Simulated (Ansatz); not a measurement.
# Al2Cu: rigid cleavage

This session takes Al2Cu and sets out to open the crystal across a (1 0 0) plane.

Computed with Ansatz 0.2.0 (DFT r2SCAN, scalar-relativistic, plane waves, PAW, unless a step's input says otherwise).

3 further runs of the same task are left out: 3 set aside as unsound or not needed.

## Step 1: The structure to begin with

It takes space group P4/mmm (No. 123, tetragonal). The conventional cell has a = 4.088 Å, b = 4.088 Å, c = 2.851 Å, α = 90.00°, β = 90.00°, γ = 90.00°. Around Al (site symmetry mmm) lie 4 Cu at 2.49 Å and 6 Al at 2.85 to 2.89 Å. Around Cu (site symmetry 4/mmm) lie 8 Al at 2.49 Å and 2 Cu at 2.85 Å.

Structure file:

```
CELL_PARAMETERS angstrom
0.00000 -4.08803 0.00000
0.00000 0.00000 -2.85133
12.26408 0.00000 0.00000
ATOMIC_POSITIONS crystal
Al 0.00000 0.50000 0.16667
Al 0.00000 0.50000 0.50000
Al 0.00000 0.50000 0.83333
Al 0.50000 0.50000 0.00000
Al 0.50000 0.50000 0.33333
Al 0.50000 0.50000 0.66667
Cu 0.00000 0.00000 0.33333
Cu 0.00000 0.00000 0.66667
Cu 0.00000 0.00000 0.00000
```

It goes back to an entry of the Materials Project, which need not be the stable form.

It is built from the cell relaxed beforehand with the same method (15.88 Å³/atom).

## Step 2: Zero of the scan

File input.yaml:

```yaml
crystal:
  lattice:
    - [0.0, -4.0880282815, 0.0]
    - [0.0, 0.0, -2.8513253939]
    - [12.2640848444, 0.0, 0.0]
  atoms:
    - { symbol: Al, position: [0.0, 0.5, 0.1666666667] }
    - { symbol: Al, position: [0.0, 0.5, 0.5] }
    - { symbol: Al, position: [0.0, 0.5, 0.8333333333] }
    - { symbol: Al, position: [0.5, 0.5, 0.0] }
    - { symbol: Al, position: [0.5, 0.5, 0.3333333333] }
    - { symbol: Al, position: [0.5, 0.5, 0.6666666667] }
    - { symbol: Cu, position: [0.0, 0.0, 0.3333333333] }
    - { symbol: Cu, position: [0.0, 0.0, 0.6666666667] }
    - { symbol: Cu, position: [0.0, 0.0, 0.0] }
basis:
  ecutwfc: 500
kpoints:
  mp_grid: { grid: [11, 16, 4] }
hamiltonian:
  xc: r2scan
scf:
  occupations: { method: gaussian, width: 0.15 }
output:
  forces: true
  stress: true
  eigenvalues: true
```

The run is started by

```sh
> ansatz run input.yaml --threads 2 --pin off --max-ram 5120MiB --backend cpu --events-out ev --progress --plain --runs-dir out
```

Output, shortened:

```text
Warning: RAYON_NUM_THREADS=2 ignored (pool sized by the plan → 2); use --threads N
[...]
Pseudopotentials: kind: paw
Pseudopotential: Al, paw, valence charge 3, recommended cutoff 500 eV (meta_gga), Al.paw.azcp
Pseudopotential: Cu, paw, valence charge 19, recommended cutoff 500 eV (meta_gga), Cu.paw.azcp
Functional definition: r2SCAN
[...]
Crystal: 9 atoms, lattice volume = 142.954 Å³
Basis set: ecut = 500 eV, 3641 PW (Γ), exchange–correlation on 120×96×360 points (64 copies of the dense FFT grid, shifted against one another)
Bands: 47, of which v1, the nominal top of the filled ones, is band 38 counted from 1 (37 counted from 0)
Symmetry: 24 space group operations
Space group: P4/mmm (ITA 123), of the structure as read, at distance tolerance 5.2e-5 Å
k-points: 162 of 704
[...]
SCF iter   1: F=—  HF=-23136.536564 eV  |F-HF|=—  |Δ(HF+E_count)|=         —  Δρ=1.79e-2  dr2=3.10e-1  dr2_τ=3.05e-2  ethr=1.77e-3  ⟨swp⟩=8.6  Hψ=34433  notcnv=0  defer=12
[...]
SCF iter   8: F=-23136.561073 eV  HF=-23136.561073 eV  |F-HF|=2.95e-9  |Δ(HF+E_count)|=   2.24e-7  Δρ=6.58e-6  dr2=7.69e-8  dr2_τ=1.78e-10  ethr=1.33e-10  ⟨swp⟩=9.8  Hψ=36042  notcnv=0
the search or the solves at the SCF's close seem to have found levels that the self-consistency loop had missed (the run counts 1). By its estimate they hold under 1e-12 electrons; where the run keeps them, the occupations were computed again with them
[...]
SCF converged after 8 iterations
Free energy (F): -23136.561073 eV
[...]
E sigma→0 (E₀):  -23136.549120 eV
Entropy (-TS):   -0.023907 eV (-2.656 meV/atom)
Fermi energy:    9.553140 eV
[...]
--- Forces (eV/Å), atoms counted from 1 ---
  atom   1  Al    -0.00000000     0.00000000    -0.00000000
  atom   2  Al     0.00000000     0.00000000     0.00000000
  atom   3  Al     0.00000000     0.00000000     0.00000000
  atom   4  Al     0.00000000     0.00000000     0.00000000
  atom   5  Al     0.00000000     0.00000000     0.00000000
  atom   6  Al     0.00000000     0.00000000    -0.00000000
  atom   7  Cu     0.00000000     0.00000000     0.00000000
  atom   8  Cu    -0.00000000    -0.00000000    -0.00000000
[...]
--- Stress (GPa, compression-positive) ---
        0.260260      -0.000000       0.000000
       -0.000000       0.243135       0.000000
        0.000000       0.000000      -0.418797
  P = ⅓ Tr σ = 0.0282 GPa (0.282 kbar)
--- Band table (eV; the first three rows and the last of 162) ---
[...]
```

Run time: 2.7 min. Hardware: 2 threads of Intel Xeon at 2.50GHz (Skylake/Cascade Lake), shared host; peak memory 1.3 GiB.

The cell is repeated 3 times, 9 atoms in all. Reference values: F = -23136.5611 eV; pressure 0.03 GPa; largest force 0.000 eV/Å; gap on the mesh none (metal).

## Step 3: Setting up rigid cleavage

The cut lies on the cell's a–b face, a (1 0 0) plane of area 11.66 Å², between layers 2.04 Å apart (Al, Cu below, Al above); the cell is 12.3 Å thick. Vector c is lengthened by d along the normal with the atoms' Cartesian places fixed: one unrelaxed cut per cell.

## Step 4: Point d = 1.00 Å

File input.yaml:

```yaml
crystal:
  lattice:
    - [0.0, -4.0880282815, 0.0]
    - [0.0, 0.0, -2.8513253939]
    - [13.2640848444, 0.0, 0.0]
  atoms:
    - { symbol: Al, position: [0.0, 0.5, 0.0770352935] }
    - { symbol: Al, position: [0.0, 0.5, 0.385238108] }
    - { symbol: Al, position: [0.0, 0.5, 0.6934409226] }
    - { symbol: Al, position: [0.5, 0.5, 0.8475423299] }
    - { symbol: Al, position: [0.5, 0.5, 0.2311367008] }
    - { symbol: Al, position: [0.5, 0.5, 0.5393395153] }
    - { symbol: Cu, position: [0.0, 0.0, 0.2311367008] }
    - { symbol: Cu, position: [0.0, 0.0, 0.5393395153] }
    - { symbol: Cu, position: [0.0, 0.0, 0.8475423299] }
basis:
  ecutwfc: 500
kpoints:
  mp_grid: { grid: [11, 16, 4] }
hamiltonian:
  xc: r2scan
scf:
  occupations: { method: gaussian, width: 0.15 }
output:
  forces: true
  stress: true
  eigenvalues: true
```

The run is started by

```sh
> ansatz run input.yaml --threads 2 --pin off --max-ram 5120MiB --backend cpu --events-out ev --progress --plain --runs-dir out
```

Output, shortened:

```text
Warning: RAYON_NUM_THREADS=2 ignored (pool sized by the plan → 2); use --threads N
[...]
[... 4 set-up lines as earlier in the session ...]
[...]
Crystal: 9 atoms, lattice volume = 154.610 Å³
Basis set: ecut = 500 eV, 3925 PW (Γ), exchange–correlation on 120×96×400 points (64 copies of the dense FFT grid, shifted against one another)
Bands: 47, of which v1, the nominal top of the filled ones, is band 38 counted from 1 (37 counted from 0)
Symmetry: 4 space group operations
Space group: Pmm2 (ITA 25), of the structure as read, at distance tolerance 5.4e-5 Å
k-points: 162 of 704 (time reversal used)
[...]
SCF converged after 13 iterations
Free energy (F): -23135.523701 eV
[...]
E sigma→0 (E₀):  -23135.506647 eV
Entropy (-TS):   -0.034108 eV (-3.790 meV/atom)
Fermi energy:    8.546880 eV
[...]
--- Forces (eV/Å), atoms counted from 1 ---
  atom   1  Al    -0.95026003     0.00000000     0.00000000
  atom   2  Al    -0.04557485     0.00000000     0.00000000
  atom   3  Al     0.20451304     0.00000000    -0.00000000
  atom   4  Al     0.12142322     0.00000000    -0.00000000
  atom   5  Al     0.00141991     0.00000000     0.00000000
  atom   6  Al     0.09292125     0.00000000    -0.00000000
  atom   7  Cu    -0.03045857     0.00000000     0.00000000
  atom   8  Cu    -0.03022179     0.00000000     0.00000000
[...]
--- Stress (GPa, compression-positive) ---
       -3.186541       0.000000       0.000000
        0.000000       0.265849       0.000000
        0.000000       0.000000      -3.028262
  P = ⅓ Tr σ = -1.9830 GPa (-19.830 kbar)
--- Band table (eV; the first three rows and the last of 162) ---
[...]
```

Wall time 3.6 min (2 threads of Intel Xeon at 2.50GHz (Skylake/Cascade Lake), shared host); peak memory 1.4 GiB.

## Step 5: Point d = 3.00 Å

File input.yaml:

```yaml
crystal:
  lattice:
    - [0.0, -4.0880282815, 0.0]
    - [0.0, 0.0, -2.8513253939]
    - [15.2640848444, 0.0, 0.0]
  atoms:
    - { symbol: Al, position: [0.0, 0.5, 0.0669416267] }
    - { symbol: Al, position: [0.0, 0.5, 0.3347616973] }
    - { symbol: Al, position: [0.0, 0.5, 0.602581768] }
    - { symbol: Al, position: [0.5, 0.5, 0.7364918033] }
    - { symbol: Al, position: [0.5, 0.5, 0.200851662] }
    - { symbol: Al, position: [0.5, 0.5, 0.4686717326] }
    - { symbol: Cu, position: [0.0, 0.0, 0.200851662] }
    - { symbol: Cu, position: [0.0, 0.0, 0.4686717326] }
    - { symbol: Cu, position: [0.0, 0.0, 0.7364918033] }
basis:
  ecutwfc: 500
kpoints:
  mp_grid: { grid: [11, 16, 4] }
hamiltonian:
  xc: r2scan
scf:
  occupations: { method: gaussian, width: 0.15 }
output:
  forces: true
  stress: true
  eigenvalues: true
```

The run is started by

```sh
> ansatz run input.yaml --threads 2 --pin off --max-ram 5120MiB --backend cpu --events-out ev --progress --plain --runs-dir out
```

Output, shortened:

```text
Warning: RAYON_NUM_THREADS=2 ignored (pool sized by the plan → 2); use --threads N
[...]
[... 4 set-up lines as earlier in the session ...]
[...]
Crystal: 9 atoms, lattice volume = 177.923 Å³
Basis set: ecut = 500 eV, 4491 PW (Γ), exchange–correlation on 120×96×480 points (64 copies of the dense FFT grid, shifted against one another)
Bands: 47, of which v1, the nominal top of the filled ones, is band 38 counted from 1 (37 counted from 0)
[... 1 set-up line as earlier in the session ...]
Space group: Pmm2 (ITA 25), of the structure as read, at distance tolerance 5.6e-5 Å
k-points: 162 of 704 (time reversal used)
[...]
SCF converged after 10 iterations
Free energy (F): -23134.898369 eV
[...]
E sigma→0 (E₀):  -23134.881454 eV
Entropy (-TS):   -0.033829 eV (-3.759 meV/atom)
Fermi energy:    6.745614 eV
[...]
--- Forces (eV/Å), atoms counted from 1 ---
  atom   1  Al    -0.50479164    -0.00000000     0.00000000
  atom   2  Al    -0.01663299    -0.00000000     0.00000000
  atom   3  Al     0.18635398     0.00000000    -0.00000000
  atom   4  Al     0.04116096    -0.00000000    -0.00000000
  atom   5  Al     0.04322014    -0.00000000    -0.00000000
  atom   6  Al     0.09590884    -0.00000000    -0.00000000
  atom   7  Cu     0.23730404    -0.00000000    -0.00000000
  atom   8  Cu    -0.03973775    -0.00000000     0.00000000
[...]
--- Stress (GPa, compression-positive) ---
        1.282809      -0.000000       0.000000
       -0.000000      -0.844957       0.000000
        0.000000       0.000000      -4.388487
  P = ⅓ Tr σ = -1.3169 GPa (-13.169 kbar)
--- Band table (eV; the first three rows and the last of 162) ---
[...]
```

It took 3.5 min on 2 threads of Intel Xeon at 2.50GHz (Skylake/Cascade Lake), shared host; peak memory 1.5 GiB.

## Step 6: d = 0.50 Å

File input.yaml:

```yaml
crystal:
  lattice:
    - [0.0, -4.0880282815, 0.0]
    - [0.0, 0.0, -2.8513253939]
    - [12.7640848444, 0.0, 0.0]
  atoms:
    - { symbol: Al, position: [0.0, 0.5, 0.0800529518] }
    - { symbol: Al, position: [0.0, 0.5, 0.4003288142] }
    - { symbol: Al, position: [0.0, 0.5, 0.7206046766] }
    - { symbol: Al, position: [0.5, 0.5, 0.8807426078] }
    - { symbol: Al, position: [0.5, 0.5, 0.240190883] }
    - { symbol: Al, position: [0.5, 0.5, 0.5604667454] }
    - { symbol: Cu, position: [0.0, 0.0, 0.240190883] }
    - { symbol: Cu, position: [0.0, 0.0, 0.5604667454] }
    - { symbol: Cu, position: [0.0, 0.0, 0.8807426078] }
basis:
  ecutwfc: 500
kpoints:
  mp_grid: { grid: [11, 16, 4] }
hamiltonian:
  xc: r2scan
scf:
  occupations: { method: gaussian, width: 0.15 }
output:
  forces: true
  stress: true
  eigenvalues: true
```

The run is started by

```sh
> ansatz run input.yaml --threads 2 --pin off --max-ram 5120MiB --backend cpu --events-out ev --progress --plain --runs-dir out
```

Output, shortened:

```text
Warning: RAYON_NUM_THREADS=2 ignored (pool sized by the plan → 2); use --threads N
[...]
[... 4 set-up lines as earlier in the session ...]
[...]
Crystal: 9 atoms, lattice volume = 148.782 Å³
Basis set: ecut = 500 eV, 3771 PW (Γ), exchange–correlation on 120×96×384 points (64 copies of the dense FFT grid, shifted against one another)
Bands: 47, of which v1, the nominal top of the filled ones, is band 38 counted from 1 (37 counted from 0)
[... 1 set-up line as earlier in the session ...]
Space group: Pmm2 (ITA 25), of the structure as read, at distance tolerance 5.3e-5 Å
k-points: 162 of 704 (time reversal used)
[...]
SCF converged after 12 iterations
Free energy (F): -23136.117903 eV
[...]
E sigma→0 (E₀):  -23136.103297 eV
Entropy (-TS):   -0.029211 eV (-3.246 meV/atom)
Fermi energy:    9.057135 eV
[...]
--- Forces (eV/Å), atoms counted from 1 ---
  atom   1  Al    -1.14113519    -0.00000000    -0.00000000
  atom   2  Al    -0.02829711     0.00000000     0.00000000
  atom   3  Al     0.16815618    -0.00000000    -0.00000000
  atom   4  Al     0.24007799     0.00000000     0.00000000
  atom   5  Al    -0.02102695     0.00000000    -0.00000000
  atom   6  Al     0.04201998    -0.00000000     0.00000000
  atom   7  Cu    -0.12600449    -0.00000000    -0.00000000
  atom   8  Cu    -0.00949735     0.00000000     0.00000000
[...]
--- Stress (GPa, compression-positive) ---
       -4.540096      -0.000000       0.000000
       -0.000000       0.243250       0.000000
        0.000000       0.000000      -1.805267
  P = ⅓ Tr σ = -2.0340 GPa (-20.340 kbar)
--- Band table (eV; the first three rows and the last of 162) ---
[...]
```

It took 3.1 min on 2 threads of Intel Xeon at 2.50GHz (Skylake/Cascade Lake), shared host; peak memory 1.3 GiB.

## Step 7: Results of the scan

Collected from the runs (energy zero: the undisturbed cell):

```csv
d (Å),energy (J/m²),traction (GPa)
0.00,0.00,-0.3
0.50,0.61,18.1
1.00,1.43,13.1
3.00,2.29,0.8
```

## Step 8: Outcome

| quantity | value |
| --- | --- |
| energy at d = 3.00 Å | 2.29 J/m² |
| largest traction sampled | 18.1 GPa at d = 0.50 Å |

At the widest gap sampled, 3.00 Å, the traction is still 0.8 GPa, so 2.29 J/m² is not yet the full work of separation. The traction peaks at 18.1 GPa near 0.50 Å, an estimate of the ideal strength of rigid blocks on this coarse sampling.
